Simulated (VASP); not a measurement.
# VASP 6.6.1, r²SCAN single-point calculation, SnO (strained rocksalt)

INCAR

```
LREAL = .FALSE.
LWAVE = .FALSE.
SIGMA = 0.02
ISIF = 2
PREC = Accurate
LASPH = .TRUE.
NSW = 0
ENCUT = 520
ALGO = Normal
ISMEAR = -1
NELM = 120
EDIFF = 1E-7
NBANDS = 17
LCHARG = .FALSE.
IBRION = -1
METAGGA = R2SCAN
```

KPOINTS

```
KPOINTS created by Atomic Simulation Environment
0
Gamma
8 8 8
0 0 0
```

KPOINTS_OPT

```
special points
9
Reciprocal
0.0000000000 0.0000000000 0.0000000000 1
0.5000000000 0.0000000000 0.5000000000 1
0.6250000000 0.2500000000 0.6250000000 1
0.3750000000 0.3750000000 0.7500000000 1
0.5000000000 0.5000000000 0.5000000000 1
0.5000000000 0.2500000000 0.7500000000 1
0.5000000000 0.4250000000 0.5750000000 1
0.1561690000 0.1405440000 -0.4324540000 1
-0.0709640000 0.0913900000 -0.4893390000 1
```

POSCAR

```
Sn O
 1.0000000000000000
     0.0000000000000000    2.5369732568000001    2.5369732568000001
     2.4679675843000002    0.0000000000000000    2.5369732568000001
     2.4679675843000002    2.5369732568000001    0.0000000000000000
 Sn  O
   1   1
Cartesian
  0.0000000000000000  0.0000000000000000  0.0000000000000000
  2.4679675842999997  2.5369732568000005  2.5369732568000005
```

VASP ran with the recommended PBE PAW datasets (20 valence electrons in the cell).

Command

```
mpirun -np 1 vasp_std
```

From OUTCAR

```
k-points           NKPTS =     59   k-points in BZ     NKDIM =     59   number of bands    NBANDS=     17

   NELECT =      20.0000    total number of electrons

   dimension x,y,z NGX =    28 NGY =   28 NGZ =   28
   dimension x,y,z NGXF=    56 NGYF=   56 NGZF=   56

  energy-cutoff  :      520.00
  volume of cell :       31.77
      direct lattice vectors                 reciprocal lattice vectors
     0.000000000  2.536973257  2.536973257    -0.202595854  0.197085247  0.197085247
     2.467967584  0.000000000  2.536973257     0.202595854 -0.197085247  0.197085247
     2.467967584  2.536973257  0.000000000     0.202595854  0.197085247 -0.197085247

 k-points in reciprocal lattice and weights: KPOINTS created by Atomic Simulation Env
   0.00000000  0.00000000  0.00000000       0.002
   0.12500000  0.00000000  0.00000000       0.016
   0.25000000  0.00000000  0.00000000       0.016
   0.37500000  0.00000000  0.00000000       0.016
   0.50000000  0.00000000  0.00000000       0.008
   0.12500000  0.12500000  0.00000000       0.008
   0.25000000  0.12500000  0.00000000       0.031
   0.37500000  0.12500000  0.00000000       0.031
   ...

 E-fermi :   8.3885

 k-point     1 :       0.0000    0.0000    0.0000
  band No.  band energies     occupation
      1     -14.1301      2.00000
      2     -14.1301      2.00000
      3     -14.1295      2.00000
      4     -14.0717      2.00000
      5     -14.0497      2.00000
      6     -11.9473      2.00000
      7       1.3545      2.00000
      8       4.3069      2.00000
      9       4.5006      2.00000
     10       4.5006      2.00000
     11      16.2808      0.00000
     12      16.2809      0.00000
     13      16.9734      0.00000
     14      18.7883      0.00000
     15      18.7883      0.00000
     16      18.9367      0.00000
     17      19.0667      0.00000

 k-point     2 :       0.1250    0.0000    0.0000
  band No.  band energies     occupation
      1     -14.1292      2.00000
      2     -14.1230      2.00000
      3     -14.1225      2.00000
      4     -14.0728      2.00000
      5     -14.0530      2.00000
      6     -11.8614      2.00000
      7       0.9095      2.00000
      8       4.4043      2.00000
      9       4.5181      2.00000
     10       4.9676      2.00000
     11      14.4482      0.00000
     12      15.4125      0.00000
     13      15.9058      0.00000
     14      17.9912      0.00000
     15      19.4478      0.00000
     16      19.5318      0.00000
     17      21.9872      0.00000

 k-point     3 :       0.2500    0.0000    0.0000
  band No.  band energies     occupation
      1     -14.1284      2.00000
      2     -14.1197      2.00000
      3     -14.1131      2.00000
      4     -14.0612      2.00000
      5     -14.0527      2.00000
      6     -11.6440      2.00000
      7       0.1191      2.00000
      8       4.5122      2.00000
      9       4.5671      2.00000
     10       5.9778      2.00000
     11      11.8589      0.00000
     12      14.0359      0.00000
     13      14.4926      0.00000
     14      17.8922      0.00000
     15      20.6821      0.00000
     16      20.7404      0.00000
     17      24.3985      0.00000

 k-point     4 :       0.3750    0.0000    0.0000
  band No.  band energies     occupation
      1     -14.1296      2.00000
      2     -14.1289      2.00000
      3     -14.1171      2.00000
      4     -14.0385      2.00000
      5     -14.0362      2.00000
      6     -11.4109      2.00000
      7      -0.5019      2.00000
      8       4.6252      2.00000
      9       4.6265      2.00000
     10       6.9539      2.00000
     11       9.9507      0.00000
     12      13.0160      0.00000
     13      13.4369      0.00000
     14      18.1901      0.00000
     15      22.1346      0.00000
     16      22.2375      0.00000
     17      24.0366      0.00000

 k-point     5 :       0.5000    0.0000    0.0000
  band No.  band energies     occupation
      1     -14.1349      2.00000
      2     -14.1299      2.00000
      3     -14.1207      2.00000
      4     -14.0301      2.00000
      5     -14.0245      2.00000
      6     -11.3092      2.00000
      7      -0.7338      2.00000
      8       4.6546      2.00000
      9       4.6761      2.00000
     10       7.4991      2.00000
     11       9.0997      0.00000
     12      12.6461      0.00000
     13      13.0492      0.00000
     14      18.4646      0.00000
     15      23.0324      0.00000
     16      23.2793      0.00000
     17      23.4002      0.00000

 k-point     6 :       0.1250    0.1250    0.0000
  band No.  band energies     occupation
      1     -14.1372      2.00000
      2     -14.1161      2.00000
      3     -14.1137      2.00000
      4     -14.0932      2.00000
      5     -14.0486      2.00000
      6     -11.8197      2.00000
      7       0.9053      2.00000
      8       4.1498      2.00000
      9       4.3597      2.00000
     10       5.3809      2.00000
     11      13.9892      0.00000
     12      15.3703      0.00000
     13      15.8716      0.00000
     14      16.6400      0.00000
     15      20.7637      0.00000
     16      20.8161      0.00000
     17      21.9095      0.00000

 k-point     7 :       0.2500    0.1250    0.0000
  band No.  band energies     occupation
      1     -14.1394      2.00000
      2     -14.1265      2.00000
      3     -14.1025      2.00000
      4     -14.0948      2.00000
      5     -14.0426      2.00000
      6     -11.6223      2.00000
      7       0.4044      2.00000
      8       4.1128      2.00000
      9       4.2931      2.00000
     10       6.1527      2.00000
     11      12.0460      0.00000
     12      14.0064      0.00000
     13      14.8705      0.00000
     14      17.1938      0.00000
     15      21.0400      0.00000
     16      22.0823      0.00000
     17      24.5454      0.00000

 k-point     8 :       0.3750    0.1250    0.0000
  band No.  band energies     occupation
      1     -14.1574      2.00000
      2     -14.1266      2.00000
      3     -14.1020      2.00000
      4     -14.0764      2.00000
      5     -14.0304      2.00000
      6     -11.3732      2.00000
      7      -0.1621      2.00000
      8       4.1514      2.00000
      9       4.2708      2.00000
     10       7.0006      2.00000
     11      10.2422      0.00000
     12      12.9233      0.00000
     13      13.9304      0.00000
     14      18.1805      0.00000
     15      21.3324      0.00000
     16      23.1477      0.00000
     17      24.9208      0.00000

 k-point     9 :       0.5000    0.1250    0.0000
  band No.  band energies     occupation
      1     -14.1640      2.00000
      2     -14.1212      2.00000
      3     -14.1090      2.00000
      4     -14.0584      2.00000
      5     -14.0264      2.00000
      6     -11.2191      2.00000
      7      -0.4881      2.00000
      8       3.9814      2.00000
      9       4.4397      2.00000
     10       7.9064      2.00000
     11       8.9493      0.00000
     12      12.4924      0.00000
     13      13.2823      0.00000
     14      19.1735      0.00000
     15      21.4220      0.00000
     16      23.4807      0.00000
     17      24.7924      0.00000

 k-point    10 :      -0.3750    0.1250    0.0000
  band No.  band energies     occupation
      1     -14.1504      2.00000
      2     -14.1216      2.00000
      3     -14.1099      2.00000
      4     -14.0493      2.00000
      5     -14.0420      2.00000
      6     -11.2639      2.00000
      7      -0.4557      2.00000
      8       3.8340      2.00000
      9       4.6364      2.00000
     10       7.8987      2.00000
     11       9.1378      0.00000
     12      12.5576      0.00000
     13      13.1916      0.00000
     14      19.4712      0.00000
     15      21.6574      0.00000
     16      22.0842      0.00000
     17      25.5113      0.00000

 k-point    11 :      -0.2500    0.1250    0.0000
  band No.  band energies     occupation
      1     -14.1283      2.00000
      2     -14.1251      2.00000
      3     -14.1038      2.00000
      4     -14.0687      2.00000
      5     -14.0513      2.00000
      6     -11.4786      2.00000
      7      -0.0953      2.00000
      8       3.8866      2.00000
      9       4.7135      2.00000
     10       6.8681      2.00000
     11      10.8714      0.00000
     12      13.0286      0.00000
     13      13.7828      0.00000
     14      19.0916      0.00000
     15      20.4996      0.00000
     16      21.8464      0.00000
     17      25.0957      0.00000

 ...

  Total        1.0305011      0.4777801      0.4777801      0.0000000      0.0000000      0.0000000
  in kB       51.9706092     24.0955835     24.0955835      0.0000000      0.0000000      0.0000000
  external PRESSURE =      33.3872587 kB  Pullay stress =       0.0000000 kB

 POSITION                                       TOTAL-FORCE (eV/Angst)
 -----------------------------------------------------------------------------------
      0.00000      0.00000      0.00000         0.000000      0.000000      0.000000
      2.46797      2.53697      2.53697         0.000000      0.000000     -0.000000
 -----------------------------------------------------------------------------------
    total drift:                                0.000000      0.000000      0.000000

  FREE ENERGIE OF THE ION-ELECTRON SYSTEM (eV)
  ---------------------------------------------------
  free  energy   TOTEN  =       -32.2389106766 eV

  energy  without entropy=      -32.2389106766  energy(sigma->0) =      -32.23891068
```

```yaml
gap_between_bands_v_and_c: 0.08 eV
least_direct_gap: 0.13 eV
pressure: 3.3 GPa
```

Band v is the last that the valence electrons fill when counted band by band, and c is the next.

The run took about 2.8 min on one core of a shared host (Intel Xeon Platinum 8488C) and held 0.2 GiB at most.
